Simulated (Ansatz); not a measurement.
# Ni: the cost of one run

Computed with Ansatz 0.2.0 (DFT PBE, scalar-relativistic, plane waves, PAW, unless a step's input says otherwise).

6 further runs of the same task are left out: 1 that didn't finish, 5 set aside as unsound or not needed.

### Step 1. The structure to begin with

The structure is tetragonal, space group I4/mmm (No. 139). The conventional cell has a = 2.671 Å, b = 2.671 Å, c = 2.999 Å, α = 90.00°, β = 90.00°, γ = 90.00°. Around Ni (site symmetry 4/mmm) lie 12 Ni at 2.41 to 2.67 Å.

Structure file:

```cif
data_structure
_symmetry_space_group_name_H-M 'P 1'
_symmetry_Int_Tables_number 1
_cell_length_a 2.6713
_cell_length_b 2.4135
_cell_length_c 2.4101
_cell_angle_alpha 67.255
_cell_angle_beta 56.434
_cell_angle_gamma 56.311
_cell_volume 10.70
loop_
_atom_site_label
_atom_site_type_symbol
_atom_site_fract_x
_atom_site_fract_y
_atom_site_fract_z
_atom_site_occupancy
Ni1 Ni 0.00000 0.00000 0.00000 1
```

### Step 2. Strain +e along x and -e along y -0.1100, strain +e along z and -e/2 along x and y +0.0750

input.yaml reads:

```yaml
crystal:
  lattice:
    - [0.0, 1.8866734356, 1.8910712758]
    - [1.4996635001, 0.0, 1.8910712758]
    - [1.4996635001, 1.8866734356, 0.0]
  atoms:
    - { symbol: Ni, position: [0.0, 0.0, 0.0], spin: 0.75 }
basis:
  ecutwfc: 520.0
kpoints:
  mp_grid: { grid: [22, 22, 22] }
hamiltonian:
  xc: pbe
  pseudopotentials: { kind: paw, azcp: { folder: soft_1 } }
scf:
  occupations: { method: gaussian, width: 0.15 }
output:
  forces: true
  stress: true
  eigenvalues: true
  populations: true
magnetization:
  spin_polarized: true
```

Started as:

```bash
$ ansatz run input.yaml --threads 1 --pin off --max-ram 2048MiB --backend cpu --events-out ev --progress --plain --runs-dir out
```

Q: Estimate wall time and peak memory on 1 thread of Arm Neoverse N1, shared host.

About 1.9 min, with a peak of 0.77 GiB.
